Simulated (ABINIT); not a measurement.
The system is MgSi.

```
Si Mg
1.0
     1.50251   -5.42602    0.00000
     1.50251    5.42602    0.00000
     0.00000    0.00000    4.34018
Si Mg
2 2
Direct
  0.57064 0.42936 0.75000
  0.42936 0.57064 0.25000
  0.16838 0.83162 0.25000
  0.83162 0.16838 0.75000
```

The cell comes from a database or a generator and needn't be the stable form of this composition.

| Item | Value |
| --- | --- |
| Program | ABINIT 10.8.3 (patched build) |
| Task | relaxation of cell and atoms |
| Functional | LDA |
| Potentials or basis | JTH PAW LDA v2.0 |
| Cutoff | 517 eV |
| k mesh | 8 × 8 × 5 |
| Occupations | fermi-dirac, width 0.05 eV |
| Spin | no spin polarisation |

At the start: pressure -2.5 GPa; volume 17.69 Å³/atom.

Q: Where does the relaxation end?

A: Over 21 steps the energy falls by 22.4 meV/atom and the volume is 16.88 Å³/atom (-4.6 %); space group Cmcm (No. 63, to 0.05 Å).

Step by step:
```csv
step,energy change (eV),largest force (eV/Å),pressure (GPa),volume (Å³)
1,0.0000,0.1043,-2.52,70.77
2,-0.0106,0.0682,-2.08,70.22
3,-0.0352,0.1152,0.82,66.87
4,-0.0412,0.0819,0.55,67.22
5,-0.0456,0.0329,0.17,67.50
6,-0.0558,0.0514,-0.51,67.91
7,-0.0652,0.0670,-0.69,68.13
8,0.7346,1.8343,4.73,69.73
9,-0.0757,0.1636,-0.85,68.19
10,-0.0789,0.1485,-0.77,68.15
11,-0.0829,0.1500,-0.49,67.98
12,-0.0786,0.0575,0.10,67.58
13,-0.0837,0.1377,-0.47,67.97
14,-0.0845,0.1271,-0.49,67.98
15,0.0363,0.7572,0.88,67.64
16,-0.0875,0.0700,-0.50,67.98
17,-0.0879,0.0640,-0.42,67.91
18,-0.0892,0.0279,0.06,67.45
19,-0.0893,0.0247,0.08,67.43
20,-0.0894,0.0242,-0.02,67.54
21,-0.0895,0.0007,0.00,67.50
```

Final structure:
```
CELL_PARAMETERS angstrom
1.44266 -5.17920 0.00000
1.44266 5.17920 0.00000
0.00000 0.00000 4.51717
ATOMIC_POSITIONS crystal
Si 0.56628 0.43372 0.75000
Si 0.43372 0.56628 0.25000
Mg 0.16493 0.83507 0.25000
Mg 0.83507 0.16493 0.75000
```
